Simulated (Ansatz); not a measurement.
## Formation energy and levels of the self-interstitial Al_i (6-fold void) in AlN (P6_3mc)

Wanted: the transition levels of a self-interstitial in AlN (P6_3mc), from a cell of 72 host atoms with 1 Al put in.

Method: place-levels on r2SCAN runs: charge-transition levels and formation energies with image-charge correction and potential alignment at the atomic sites; PAW set soft_1, in Ansatz 0.2.0.

### Step 1. Set-up

The cell holds 73 atoms: 37 Al and 36 N. Its edges and angles: a = 9.320 Å, b = 9.320 Å, c = 9.956 Å, α = 90.0°, β = 90.0°, γ = 120.0°. It derives from AlN (space group P6_3mc). Nearest the centre at fractional (0.768, 0.717, 0.095): Al73 at 0.00 Å, N71 at 1.82 Å, Al65 at 1.82 Å, Al62 at 1.82 Å, N60 at 1.82 Å, Al70 at 1.82 Å, N68 at 1.82 Å, N39 at 2.78 Å.

Coordinates:

```xyz
73
Lattice="9.3196 0.0000 0.0000 -4.6598 8.0710 0.0000 0.0000 0.0000 9.9565" Properties=species:S:1:pos:R:3 pbc="T T T"
Al    1.5533    0.8968    2.4852
Al    0.0000    1.7936    4.9743
N     1.5533    0.8968    4.3848
N     0.0000    1.7936    1.8957
Al    1.5533    0.8968    7.4634
Al    0.0000    1.7936    9.9525
N     1.5533    0.8968    9.3631
N     0.0000    1.7936    6.8739
Al    0.0000    3.5871    2.4852
Al   -1.5533    4.4839    4.9743
N     0.0000    3.5871    4.3848
N    -1.5533    4.4839    1.8957
Al    0.0000    3.5871    7.4634
Al   -1.5533    4.4839    9.9525
N     0.0000    3.5871    9.3631
N    -1.5533    4.4839    6.8739
Al   -1.5533    6.2774    2.4852
Al   -3.1065    7.1742    4.9743
N    -1.5533    6.2774    4.3848
N    -3.1065    7.1742    1.8957
Al   -1.5533    6.2774    7.4634
Al   -3.1065    7.1742    9.9525
N    -1.5533    6.2774    9.3631
N    -3.1065    7.1742    6.8739
Al    4.6598    0.8968    2.4852
Al    3.1065    1.7936    4.9743
N     4.6598    0.8968    4.3848
N     3.1065    1.7936    1.8957
Al    4.6598    0.8968    7.4634
Al    3.1065    1.7936    9.9525
N     4.6598    0.8968    9.3631
N     3.1065    1.7936    6.8739
Al    3.1065    3.5871    2.4852
Al    1.5533    4.4839    4.9743
N     3.1065    3.5871    4.3848
N     1.5533    4.4839    1.8957
Al    3.1065    3.5871    7.4634
Al    1.5533    4.4839    9.9525
N     3.1065    3.5871    9.3631
N     1.5533    4.4839    6.8739
Al    1.5533    6.2774    2.4852
Al    0.0000    7.1742    4.9743
N     1.5533    6.2774    4.3848
N     0.0000    7.1742    1.8957
Al    1.5533    6.2774    7.4634
Al    0.0000    7.1742    9.9525
N     1.5533    6.2774    9.3631
N     0.0000    7.1742    6.8739
Al    7.7663    0.8968    2.4852
Al    6.2130    1.7936    4.9743
N     7.7663    0.8968    4.3848
N     6.2130    1.7936    1.8957
Al    7.7663    0.8968    7.4634
Al    6.2130    1.7936    9.9525
N     7.7663    0.8968    9.3631
N     6.2130    1.7936    6.8739
Al    6.2130    3.5871    2.4852
Al    4.6598    4.4839    4.9743
N     6.2130    3.5871    4.3848
N     4.6598    4.4839    1.8957
Al    6.2130    3.5871    7.4634
Al    4.6598    4.4839    9.9525
N     6.2130    3.5871    9.3631
N     4.6598    4.4839    6.8739
Al    4.6598    6.2774    2.4852
Al    3.1065    7.1742    4.9743
N     4.6598    6.2774    4.3848
N     3.1065    7.1742    1.8957
Al    4.6598    6.2774    7.4634
Al    3.1065    7.1742    9.9525
N     4.6598    6.2774    9.3631
N     3.1065    7.1742    6.8739
Al    3.8169    5.7908    0.9459
```

Known beforehand: the electronic dielectric constant, (4.49, 4.49, 4.72), and the static one, (8.15, 8.15, 9.65), computed on the host (DFPT, PBEsol, on the r2SCAN cell), and a cell off the functional's own equilibrium shifts the ionic part.

The cell's shortest repeat is 9.3 Å.

### Step 2. The runs of each charge state

A transition level is the Fermi level at which two charge states cost the same, so each charge needs its own total energy, at its own relaxed structure.

Each atom starts 0.05 Å or so off its site in a random direction: a symmetric start keeps its symmetry, and would miss off-centre moves and Jahn–Teller distortions. Forces are taken at one point at (¼, ¼, ¼). The cell holds 1 electron fewer than the neutral one, with a uniform background that keeps it neutral on the whole.

The sampling was tested on the host first: at the k-points planned (1x1x1 shifted 0.25 0.25 0.25) its energy lies -0.014 eV an atom from the dense-mesh value, under the bound of 0.02 eV set for this test; that bounds the host's error, not the defect's.

One of the inputs; charge, spin and start change from state to state.

qp1.relax/input.yaml reads:

```yaml
crystal:
  lattice:
    - [3.10652185, 3.0e-08, 0.0]
    - [-1.55326095, 2.69032682, 0.0]
    - [0.0, 0.0, 4.97823886]
  atoms:
    - { symbol: Al, position: [0.66666667, 0.33333333, 0.49920333] }
    - { symbol: Al, position: [0.33333333, 0.66666667, 0.99920333] }
    - { symbol: "N", position: [0.66666667, 0.33333333, 0.88079667] }
    - { symbol: "N", position: [0.33333333, 0.66666667, 0.38079667] }
  supercell: [3, 3, 2]
  defects:
    - { interstitial: { symbol: Al, position: [0.768304, 0.717485, 0.095] } }
total_charge: 1
basis:
  ecutwfc: 500
  xc_grid: 2
hamiltonian:
  xc: r2scan
  pseudopotentials: { kind: paw, azcp: { folder: soft_1 } }
kpoints:
  mp_grid: { grid: [1, 1, 1], shift: [0.25, 0.25, 0.25] }
scf:
  occupations: { method: fixed }
  max_iter: 80
output:
  forces: true
  charged_corrections: { epsilon: [4.49, 4.49, 4.72], static_epsilon: [8.15, 8.15, 9.65] }
relax:
  f_tol: 0.02
  max_steps: 80
  random_displacement: { amplitude: 0.05, seed: 9109 }
checkpoint:
  write: "../qp1.relax.run"
  compress: false
  write_wavefunctions: true
  write_every: 100000
```

The run is started by

```sh
> ansatz run input.yaml --threads 4 --pin off --max-ram 7536MiB --backend cpu --events-out ev --progress --plain --runs-dir out
```

The relaxed structure is kept and the sampling changed to a 2×2×2 shifted mesh.

The run of this state that the levels use, under r2SCAN:

qp1.point/input.yaml reads:

```yaml
crystal:
  checkpoint: "../qp1.relax.run"
  host: checkpoint
total_charge: 1
basis:
  ecutwfc: 500
  xc_grid: 2
hamiltonian:
  xc: r2scan
  pseudopotentials: { kind: paw, azcp: { folder: soft_1 } }
kpoints:
  mp_grid: { grid: [2, 2, 2], shift: [0.5, 0.5, 0.5] }
scf:
  occupations: { method: fermi_dirac, width: 0.01 }
  max_iter: 80
output:
  forces: true
  eigenvalues: true
  charged_corrections:
    epsilon: [4.49, 4.49, 4.72]
    static_epsilon: [8.15, 8.15, 9.65]
    defect_position: [0.768304, 0.717485, 0.095]
  eigenstates: { localisation: true }
  populations: true
  band_densities: [{ bands: [v1, v1] }, { bands: [c1, c1] }]
  write_density: true
  write_potential: true
  volumetric_format: npy
  elf: true
checkpoint:
  read: "../qp1.relax.run"
  write: "../qp1.point.run"
  compress: false
  write_wavefunctions: false
  write_every: 100000
```

The run is started by

```sh
> ansatz run input.yaml --threads 4 --pin off --max-ram 7536MiB --backend cpu --events-out ev --progress --plain --runs-dir out
```

Relaxations under r2SCAN at one point at (¼, ¼, ¼); times on 4 threads of Arm Neoverse N1, shared host:

```
charge  moment (μB)  occupations    outcome  steps  largest displacement against the far atoms (Å)     time
     0            1        fixed  converged     16                                            0.88   16 min
    +1            0        fixed  converged     16                                            0.82  5.8 min
    +2            1        fixed  converged     11                                            0.89  9.7 min
    +3            0        fixed  converged      9                                            0.82  3.4 min
```

Single points under r2SCAN at a 2×2×2 shifted mesh; times on 4 threads of Arm Neoverse N1, shared host:

```
charge  moment (μB)  occupations    outcome     time
     0            1  fermi-dirac  converged  6.7 min
    +1            0  fermi-dirac  converged  2.7 min
    +2            1  fermi-dirac  converged  6.6 min
    +3            0  fermi-dirac  converged  2.8 min
```

Distances (Å) from Al73 to the nearest atoms after relaxation with r2SCAN:

```
charge  moment (μB)      1.      2.      3.       4.       5.       6.
     0            1  N 1.85  N 2.04  N 2.05  Al 2.29  Al 2.36  Al 2.37
    +1            0  N 1.83  N 1.93  N 1.93  Al 2.35  Al 2.36  Al 2.36
    +2            1  N 1.84  N 1.84  N 1.84  Al 2.39  Al 2.40  Al 2.40
    +3            0  N 1.89  N 1.89  N 1.89   N 2.29   N 2.29   N 2.31
```

### Step 3. Levels against the band edges, r2SCAN

A charged cell interacts with its images and the background, and its potential has another zero than the host's. place-levels removes the first by a point-charge model, screened by the static dielectric constant since the ions have relaxed around the charge, and the second by comparing potentials at atoms far from the defect.

The host is a run of the defect-free crystal in the same cutoffs, grids and k-points, so that basis and sampling errors cancel in part in the differences. The host is run in a cell of 8 atoms on a matching mesh. Its band edges are searched through the zone by a band path, so the gap is smaller than, or equal to, that on the mesh. Chemical potentials are energies per atom of Al (fcc), run with the same functional and cutoff.

levels.point.yaml reads:

```yaml
host:
  run: host.point.run
states: [q0_M1.point.run, qp1.point.run, qp2_M1.point.run, qp3.point.run]
geometry_from:
  q0_M1.point.run: q0_M1.relax.run
  qp1.point.run: qp1.relax.run
  qp2_M1.point.run: qp2_M1.relax.run
  qp3.point.run: qp3.relax.run
  host.point.run: host.relax.run
chemical_potentials:
  Al:
    energy: -540.418346
    dataset: <sha256 of the dataset>
epsilon: [4.49, 4.49, 4.72]
static_epsilon: [8.15, 8.15, 9.65]
vertical:
  - { from: qp1.point.run, to: qp1.point_neutral.run }
  - { from: qp2_M1.point.run, to: qp2_M1.point_neutral.run }
  - { from: qp3.point.run, to: qp3.point_neutral.run }
```

The run is started by

```sh
> ansatz place-levels levels.point.yaml -- --threads 4 --pin off --max-ram 7536MiB
```

The runs that follow: the same at the relaxations' own k-points.

What does the calculation give for the gap of the host, level (plus 3/plus 2) and level (plus 2/plus 1)?

Of the charges placed (0, +1, +2 and +3), the lowest changes at 2.97 eV (+3/+2), 3.12 eV (+2/+1) and 4.45 eV (+1/0) above the valence top, in a gap of 4.88 eV. (+1/0) lies nearer to a band edge than the share of the finite-size correction in it (0.47 eV), and that correction holds for a localised charge alone. Charges above +3 and below 0 were not placed, so these runs say nothing of levels that involve them.

| Property | Result |
| --- | --- |
| gap of the host | 4.88 eV (r2SCAN) |
| level (plus 3/plus 2) | 2.97 eV above the valence top |
| level (plus 2/plus 1) | 3.12 eV above the valence top |
| level (plus 1/0) | 4.45 eV above the valence top |
| lowest of the charges placed, just above the valence top (0.02 eV) | +3 |
| lowest of the charges placed, just below the conduction bottom (0.02 eV) | 0 |
| lowest formation energy at mid-gap of the charges run, elemental references | 7.10 eV |

States placed: +3 at 0 μB; +2 at 1 μB; +1 at 0 μB; 0 at 1 μB. Other spin states or structures, where not listed, weren't placed. Corrections reach 2.8 eV, so the cell is small for these charges and their levels are rough. At charge 0, +1, +2 and +3 the atom put in ends up to 0.9 Å from its starting place, so the name tells the start alone and the levels can join different sites. Going from one point at (¼, ¼, ¼) to a 2×2×2 shifted mesh moves the levels that carry no band-filling term by up to 0.06 eV and formation energies against the elements by up to 0.09 eV. The program doubts the alignment of potentials for at least one state, a sign that the cell is small. Keep in mind: r2SCAN makes the gap too small and tends to spread out bound carriers; where a gas molecule sets a chemical potential or the host's formation energy, its binding is uncorrected; force components of up to 0.11 eV/Å remain in a run at the final settings.

[Logs are printed without paths, hosts, clocks, repeated set-up lines and the standing remarks that a program may print on its own settings, such as how far it seeks lower states.]

[Hosts, paths, dates, database ids (printed as entryN), source tags and the programs' standing remarks are cut or masked in the printed files.]

[Where a table of states has a column of steps, it counts the stored structures, which are thinned; the runs took as many ionic steps or more.]

[A defect's name tells the site on which it was built; relaxed atoms can leave that site.]

[For some hosts the program warned that the k-mesh of the response run may be too coarse for force constants and the static dielectric constant; such warnings are not shown here.]
